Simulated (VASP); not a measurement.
Here is a VASP 6.6.1 calculation.

Contents of INCAR:

```
SYSTEM = ScHO2
PREC = Accurate ; ENCUT = 520
EDIFF = 1E-6 ; ISMEAR = 0
SIGMA = 0.05 ; LREAL = .FALSE.
LASPH = .TRUE. ; NELM = 100
ALGO = Normal ; ISIF = 2
LWAVE = .FALSE. ; LCHARG = .FALSE.
GGA = PS ; NBANDS = 20
```

KPOINTS

```
regular mesh
0
G
  9 9 9
  0 0 0
```

Contents of POSCAR:

```
ScHO2
1.0
    1.5660371824      0.9041519888      4.8281629144
   -1.5660371824      0.9041519888      4.8281629144
    0.0000000000     -1.8083039777      4.8281629144
Sc H O
1 1 2
Direct
    0.0000000000      0.0000000000      0.0000000000
    0.5000000000      0.5000000000      0.5000000000
    0.5897010000      0.5897010000      0.5897010000
    0.4102990000      0.4102990000      0.4102990000
```

Potentials or basis: VASP PAW PBE potentials, release 64 (Sc_sv, H, O).

Run with:

```console
$ cat potpaw_PBE.64/Sc_sv/POTCAR potpaw_PBE.64/H/POTCAR potpaw_PBE.64/O/POTCAR > POTCAR
$ mpirun -np 1 vasp_std > vasp.out
```

(1) What does it give for the pressure?

(2) Predict the band gap on the k mesh.

(3) What does it give for the largest force?

Answers

(1) -6.1 GPa.

(2) 3.83 eV, indirect (least direct gap 4.53 eV).

(3) 0.676 eV/Å.

Caveat: the PAW data sets were made with another functional, which shifts forces and pressure a little; an odd mesh through Γ misses points on the zone boundary, where band edges often lie.
